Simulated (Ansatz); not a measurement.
**Bi2Se3 (Paraguanajuatite) in Ansatz: the effect of strain**

The system is Bi2Se3 (Paraguanajuatite).

```
Bi Se
1.0
     2.07150    1.19598    9.16352
    -2.07150    1.19598    9.16352
     0.00000   -2.39196    9.16352
Bi Se
2 3
Direct
  0.59920 0.59920 0.59920
  0.40080 0.40080 0.40080
  0.78830 0.78830 0.78830
  0.21170 0.21170 0.21170
  0.00000 0.00000 0.00000
```

Alike in all runs:

* Program: Ansatz 0.2.0
* Task: single point
* Functional: PBE
* Potentials or basis: Ansatz PAW
* Cutoff: 420 eV (not typed: the program's choice for these potentials)
* k mesh: 6 × 6 × 6
* Occupations: fermi-dirac, width 0.05 eV
* Spin: no spin polarisation
* Kind of strain: uniaxial

```csv
strain,gap on the mesh (eV),pressure (GPa),largest force (eV/Å)
-0.04,0.06,5.5,0.57
-0.02,0.14,3.9,0.38
-0.01,0.18,3.2,0.28
0,0.22,2.5,0.18
0.01,0.26,1.9,0.16
0.02,?,?,?
0.04,0.37,0.1,0.22
```

Q: What does the run with strain 0.02 give?

A: gap on the mesh 0.30 eV; pressure 1.2 GPa; largest force 0.14 eV/Å.

Worked out: A straight line through the other rows of the gap on the mesh, of slope 3.88 eV per unit of strain, gives 0.30 eV, against the run's 0.30. A parabola through the other rows of the pressure, of slope -60.1 GPa per unit of strain there, gives 1.2 GPa, against the run's 1.2. A parabola through the other rows of the largest force, of slope 0.153 eV/Å per unit of strain there, gives 0.16 eV/Å, against the run's 0.14.

Caveats: spin-orbit coupling is left out, which as a rule narrows the gap of such compounds by several tenths of an eV.

A k mesh can miss the band edges.
